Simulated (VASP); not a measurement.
# BN (R3m) in VASP: phonons with PBE+D3(BJ)

Aim: the phonons of BN with PBE+D3(BJ).

Everything below comes from runs of VASP 6.6.1. Logs are shortened: lines on timing, memory, paths and dates and some standing lists are left out, and cuts for length are marked.

### 1 Starting point

The structure is trigonal, space group R3m (No. 160). Conventional cell: a = 2.506 Å, b = 2.506 Å, c = 9.885 Å, α = 90.00°, β = 90.00°, γ = 120.00°. B (site symmetry 3m) has 3 N at 1.45 Å as nearest neighbours. N (site symmetry 3m) is surrounded by 3 B at 1.45 Å.

The cell is a database's computed one.

### 2 Phonons, PBE+D3(BJ)

INCAR

```
ALGO = Normal ; EDIFF = 1E-8
ENCUT = 520 ; GGA = PE
IBRION = 6 ; ISIF = 2
ISMEAR = 0 ; IVDW = 12
LASPH = True ; LCHARG = False
LREAL = False ; LWAVE = False
NELM = 100 ; NFREE = 2
NSW = 1 ; POTIM = 0.015
PREC = Accurate ; SIGMA = 0.01
```

KPOINTS

```
k-points
0
Gamma
  12 12 12
```

POSCAR

```
BN
1.0
    1.2530569068      0.7234527425      3.2948837584
   -1.2530569068      0.7234527425      3.2948837584
    0.0000000000     -1.4469054850      3.2948837584
B N
1 1
Direct
    0.9996975441      0.9996975441      0.9996975441
    0.3327354559      0.3327354559      0.3327354559
```

Potentials or basis: VASP PAW PBE potentials, release 64 (B, N).

The run is started by

```
> cat potpaw_PBE.64/B/POTCAR potpaw_PBE.64/N/POTCAR > POTCAR
> mpirun -np 1 vasp_std > vasp.out
```

OUTCAR:

```text
EDIFF = 1E-8
   ENCUT = 520
   GGA = PE
   IBRION = 6
   ISIF = 2
   ISMEAR = 0
   IVDW = 12
   LASPH = True
   LREAL = False
   NELM = 100
   NFREE = 2
   NSW = 1
   POTIM = 0.015
   PREC = Accurate
 IVDW          = 12

 ion  position               nearest neighbor table
   1  1.000  1.000  1.000-   2 1.45   2 1.45   2 1.45
   2  0.333  0.333  0.333-   1 1.45   1 1.45   1 1.45

  LATTYP: Found a trigonal (rhomboedric) cell.
 ALAT       =     3.5985822852
 COS(alpha) =     0.7575016938

  Lattice vectors:

 A1 = (   1.2530569068,   0.7234527425,   3.2948837584)
 A2 = (  -1.2530569068,   0.7234527425,   3.2948837584)
 A3 = (   0.0000000000,  -1.4469054850,   3.2948837584)

Analysis of symmetry for initial positions (statically):
=====================================================================
 Subroutine PRICEL returns:
 Original cell was already a primitive cell.

 Routine SETGRP: Setting up the symmetry group for a
 trigonal (rhombohedral) supercell.

 Subroutine GETGRP returns: Found  6 space group operations
 (whereof  6 operations were pure point group operations)
 out of a pool of 12 trial point group operations.

The static configuration has the point symmetry C_3v.

Analysis of symmetry for dynamics (positions and initial velocities):
=====================================================================
 Subroutine PRICEL returns:
 Original cell was already a primitive cell.

 Routine SETGRP: Setting up the symmetry group for a
 trigonal (rhombohedral) supercell.

 Subroutine GETGRP returns: Found  6 space group operations
 (whereof  6 operations were pure point group operations)
 out of a pool of 12 trial point group operations.

The dynamic configuration has the point symmetry C_3v.

 Subroutine INISYM returns: Found  6 space group operations
 (whereof  6 operations are pure point group operations),
 and found     1 'primitive' translations

----------------------------------------------------------------------------------------

                                     Primitive cell

  volume of cell :      17.9214

  direct lattice vectors                    reciprocal lattice vectors
     1.253056907  0.723452743  3.294883758     0.399024176  0.230376716  0.101166948
    -1.253056907  0.723452743  3.294883758    -0.399024176  0.230376716  0.101166948
     0.000000000 -1.446905485  3.294883758     0.000000000 -0.460753431  0.101166948

  length of vectors
     3.598582285  3.598582285  3.598582285     0.471729240  0.471729240  0.471729240

  position of ions in fractional coordinates (direct lattice)
     0.999697544  0.999697544  0.999697544
     0.332735456  0.332735456  0.332735456

  ion indices of the primitive-cell ions
   primitive index   ion index
                 1           1
                 2           2

----------------------------------------------------------------------------------------

 KPOINTS: k-points

Automatic generation of k-mesh.
 Grid dimensions read from file:
 generate k-points for:   12   12   12

 Generating k-lattice:

  Cartesian coordinates                     Fractional coordinates (reciprocal lattice)
     0.033252015  0.019198060  0.008430579     0.083333333 -0.000000000 -0.000000000
    -0.033252015  0.019198060  0.008430579    -0.000000000  0.083333333 -0.000000000
     0.000000000 -0.038396119  0.008430579    -0.000000000 -0.000000000  0.083333333

  Length of vectors
     0.039310770  0.039310770  0.039310770

  Shift w.r.t. Gamma in fractional coordinates (k-lattice)
     0.000000000  0.000000000  0.000000000

 Subroutine IBZKPT returns following result:
 ===========================================

 Found    189 irreducible k-points:

 Following reciprocal coordinates:
            Coordinates               Weight
  0.000000  0.000000  0.000000      1.000000
  0.083333  0.000000  0.000000      6.000000
  0.166667 -0.000000  0.000000      6.000000
  0.250000 -0.000000  0.000000      6.000000
  0.333333 -0.000000  0.000000      6.000000
  0.416667  0.000000  0.000000      6.000000
[... 16 lines left out ...]
  0.500000  0.166667  0.000000     12.000000
 -0.416667  0.166667 -0.000000     12.000000
 [... further k-points ...]
   k-points           NKPTS =    189   k-points in BZ     NKDIM =    189   number of bands    NBANDS=      8
   number of dos      NEDOS =    301   number of ions     NIONS =      2
   total plane-waves  NPLWV =  21952
   dimension x,y,z NGX =    28 NGY =   28 NGZ =   28
   dimension x,y,z NGXF=    56 NGYF=   56 NGZF=   56
   ions per type =               1   1
   NGX,Y,Z   is equivalent  to a cutoff of  12.94, 12.94, 12.94 a.u.
   NGXF,Y,Z  is equivalent  to a cutoff of  25.87, 25.87, 25.87 a.u.
 SYSTEM =  unknown system
   PREC   = accura    normal or accurate (medium, high low for compatibility)
   ISTART =      0    job   : 0-new  1-cont  2-samecut
   ICHARG =      2    charge: 1-file 2-atom 10-const
   ISPIN  =      1    spin polarized calculation?
   LNONCOLLINEAR =      F non collinear calculations
   LSORBIT =      F    spin-orbit coupling
   LASPH  =      T    aspherical Exc in radial PAW
   ENCUT  =  520.0 eV  38.22 Ry    6.18 a.u.   6.69  6.69  6.69*2*pi/ulx,y,z
   NELM   =    100;   NELMIN=  2; NELMDL= -5     # of ELM steps
   EDIFF  = 0.1E-07   stopping-criterion for ELM
   LREAL  =      F    real-space projection
   EDIFFG = 0.1E-06   stopping-criterion for IOM
   NSW    =     61    number of steps for IOM
   IBRION =      6    ionic relax: 0-MD 1-quasi-New 2-CG
   NFREE  =      2    steps in history (QN), initial steepest desc. (CG)
   ISIF   =      2    stress and relaxation
   ISYM   =      2    0-nonsym 1-usesym 2-fastsym
   POTIM  = 0.0150    time-step for ionic-motion
   TEBEG  =    0.0;   TEEND  =   0.0 temperature during run
   PSTRESS=    0.0 pullay stress
   NELECT =       8.0000    total number of electrons
   NUPDOWN=      -1.0000    fix difference up-down
   EMIN   =  10.00;   EMAX   =-10.00  energy-range for DOS
   EFERMI =   0.00;   METHOD = LEGACY
   ISMEAR =     0;   SIGMA  =   0.01  broadening in eV -4-tet -1-fermi 0-gaus
   EFERMI_NEDOS =   21; number of points for ismear=-14 and -15
   IALGO  =     38    algorithm
   IMIX   =      4    mixing-type and parameters
     AMIX     =   0.40;   BMIX     =  1.00
     AMIX_MAG =   1.60;   BMIX_MAG =  1.00
  volume/ion in A,a.u.               =       8.96        60.47
  Fermi-wavevector in a.u.,A,eV,Ry     =   1.251163  2.364356 21.298697  1.565410
  Thomas-Fermi vector in A             =   2.385124
   LORBIT       =      0    0 simple, 1 ext, 2 COOP (PROOUT), +10 PAW based schemes
   GGA     = PE    functional components
   LHFCALC =     F    Hartree Fock is set to
   AEXX    =    0.0000 exact exchange contribution
   IVDW    =    12    specifies the selected vdW correction
   LEPSILON=     F    determine dielectric tensor
   LRPA    =     F    only Hartree local field effects (RPA)
 finite differences with symmetry
 non-spin polarized calculation
 Gauss-broadening in eV      SIGMA  =   0.01
  energy-cutoff  :      520.00
  volume of cell :       17.92
 maximum number of plane-waves:       508
   NGX = 13   NGY = 13   NGZ = 13

--------------------------------------- Ionic step        1  -------------------------------------------

 number of electron       8.0000000 magnetization

 Free energy of the ion-electron system (eV)
  ---------------------------------------------------
  ext. energy  EPLUGINS =         0.00000000
  ---------------------------------------------------
  free energy    TOTEN  =       -17.57501719 eV

  energy without entropy =      -17.57501719  energy(sigma->0) =      -17.57501719

------------------------ aborting loop because EDIFF is reached ----------------------------------------

 Edisp (eV)   -0.28458

 E8    (eV) :    -0.0835
[... 311 lines left out ...]
--------------------------------------- Ionic step        9  -------------------------------------------

 number of electron       8.0000000 magnetization

 Free energy of the ion-electron system (eV)
  ---------------------------------------------------
  ext. energy  EPLUGINS =         0.00000000
  ---------------------------------------------------
  free energy    TOTEN  =       -17.57360373 eV

  energy without entropy =      -17.57360373  energy(sigma->0) =      -17.57360373

 E-fermi :   2.4297     XC(G=0): -10.1250

 val. band max:        2.2912974343   @ k =  -0.3333   0.3333   0.0000
 cond. band min:       6.5457412512   @ k =   0.5000   0.5000   0.0000
 fundamental gap:      4.2544438169
 Fermi energy:         2.4297390817

 k-point     1 :       0.0000    0.0000    0.0000
  band No.  band energies     occupation
      1     -15.4717      2.00000
      2      -1.7172      2.00000
      3       1.0166      2.00000
      4       1.0166      2.00000
      5       7.6050      0.00000
      6      13.9492      0.00000
      7      13.9492      0.00000
      8      15.4266      0.00000
[... 243 lines left out ...]
 k-point    24 :      -0.4167    0.1667   -0.0000
  band No.  band energies     occupation
      1     -12.0228      2.00000
      2      -6.2835      2.00000
      3      -3.0912      2.00000
      4       2.0146      2.00000
      5       7.4736      0.00000
      6      13.8533      0.00000
      7      15.8984      0.00000
      8      16.7978      0.00000

 [... further k-points ...]

------------------------ aborting loop because EDIFF is reached ----------------------------------------

 Edisp (eV)   -0.28458

 E8    (eV) :    -0.0835
[... 25 lines left out ...]
  FREE ENERGIE OF THE ION-ELECTRON SYSTEM (eV)
  ---------------------------------------------------
  free  energy   TOTEN  =       -17.8581846730 eV

  energy  without entropy=      -17.8581846730  energy(sigma->0) =      -17.85818467

 INTERNAL STRAIN TENSORS FROM DISPLACED ATOMS
 ============================================

 INTERNAL STRAIN TENSOR FOR ION    1 for displacements in x,y,z  (eV/Angst):
          X           Y           Z          XY          YZ          ZX
  --------------------------------------------------------------------------------
  x    -0.00000     0.00000     0.00000   -12.38025     0.00000    -0.00943
  y   -12.38025    12.38025     0.00000     0.00000    -0.00943     0.00000
  z     0.09997     0.09997    -0.46655     0.00000     0.00000     0.00000

 INTERNAL STRAIN TENSOR FOR ION    2 for displacements in x,y,z  (eV/Angst):
          X           Y           Z          XY          YZ          ZX
  --------------------------------------------------------------------------------
  x     0.00000     0.00000     0.00000    12.37284     0.00000     0.01003
  y    12.37284   -12.37284     0.00000     0.00000     0.01003    -0.00000
  z    -0.09900    -0.09900     0.46761     0.00000     0.00000     0.00000

 Eigenvectors and eigenvalues of the dynamical matrix
 ----------------------------------------------------

   1 f  =   40.580714 THz   254.976147 2PiTHz 1353.626918 cm-1   167.828273 meV
             X         Y         Z           dx          dy          dz
      0.000000  0.000000  9.881662     0.000000    0.751179    0.000000
      0.000000  0.000000  3.288974     0.000000   -0.660098    0.000000
[... 21 lines left out ...]
   6 f/i=    0.000543 THz     0.003410 2PiTHz    0.018105 cm-1     0.002245 meV
             X         Y         Z           dx          dy          dz
      0.000000  0.000000  9.881662     0.660098   -0.000000   -0.000000
      0.000000  0.000000  3.288974     0.751179   -0.000000    0.000000

 ELASTIC MODULI CONTR FROM IONIC RELAXATION (kBar)
 Direction    XX          YY          ZZ          XY          YZ          ZX
 --------------------------------------------------------------------------------
 XX        -333.2162    333.0757      0.3298     -0.0000     -0.2619     -0.0000
 YY         333.0757   -333.2162      0.3298      0.0000      0.2619      0.0000
 ZZ           0.3298      0.3298     -1.5486     -0.0000      0.0000     -0.0000
 XY          -0.0000      0.0000     -0.0000   -333.1460     -0.0000     -0.2619
 YZ          -0.2619      0.2619      0.0000     -0.0000     -0.0002     -0.0000
 ZX          -0.0000      0.0000     -0.0000     -0.2619     -0.0000     -0.0002
 --------------------------------------------------------------------------------
```

Wall time 5.9 min (1 thread of AMD EPYC 9R45 (Zen 5), shared host); peak memory 0.37 GiB.

Results:

| Item | Value |
| --- | --- |
| Highest phonon frequency at Γ, LO-TO splitting left out | 1354 cm⁻¹ |
| Dispersion energy per atom | -0.142 eV |

Phonon frequencies in cm⁻¹ (negative: imaginary):
```tsv
q point	frequencies
(0.000, 0.000, 0.000)	0 0 0 749 1354 1354
```
